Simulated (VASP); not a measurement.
Wanted: the native input for a VASP 6.6.1 run.

```yaml
Task: relaxation of cell and atoms
Functional: r2SCAN
Potentials_or_basis: VASP PAW PBE potentials, release 64 (Cd, F)
Cutoff: 600 eV
k_mesh: 8 × 8 × 8
Occupations: gaussian, width 0.02 eV
Spin: no spin polarisation
Ladder: gaps
Further_INCAR_settings: ALGO = Normal; EDIFF = 1e-07; IBRION = 2; EDIFFG = -0.02; NSW = 60; ISIF = 3
```

The structure of CdF2 lies in POSCAR:

```
CdF2
1.0
    0.0000000000      2.6940000000      2.6940000000
    2.6940000000      0.0000000000      2.6940000000
    2.6940000000      2.6940000000      0.0000000000
Cd F
1 2
Direct
    0.0000000000      0.0000000000      0.0000000000
    0.7500000000      0.7500000000      0.7500000000
    0.2500000000      0.2500000000      0.2500000000
```

The input as run:

INCAR

```
SYSTEM = CdF2
ALGO = Normal
EDIFF = 1E-7
EDIFFG = -0.02
ENCUT = 600
IBRION = 2
ISIF = 3
ISMEAR = 0
LASPH = .TRUE.
LCHARG = .FALSE.
LMIXTAU = .TRUE.
LREAL = .FALSE.
LWAVE = .FALSE.
METAGGA = R2SCAN
NELM = 60
NSW = 60
PREC = Accurate
SIGMA = 0.02
```

KPOINTS

```
k-points
0
G
  8 8 8
  0 0 0
```

Potentials or basis: VASP PAW PBE potentials, release 64 (Cd, F).

Run with:

```bash
$ cat potpaw_PBE.64/Cd/POTCAR potpaw_PBE.64/F/POTCAR > POTCAR
$ mpirun -np 1 vasp_std > vasp.out
```

Results of the run:

The relaxed volume is 13.13 Å³/atom. The relaxed cell is a = 3.819 Å, b = 3.819 Å, c = 3.819 Å, α = 60.00°, β = 60.00°, γ = 60.00° and the space group after relaxing (to 0.05 Å) is Fm-3m (No. 225). The energy gained by relaxing is 0.2 meV/atom, the ionic steps are 3 and the pressure after relaxing is 0.0 GPa. The band gap on the k mesh is 3.73 eV, indirect (least direct gap 4.24 eV).

Caveat: the PAW data sets were made with another functional, which shifts forces and pressure a little.

Wall time 2.2 min on 1 thread of Intel(R) Xeon(R) 6975P-C (Granite Rapids), with other jobs on the host, peak memory 0.18 GiB.
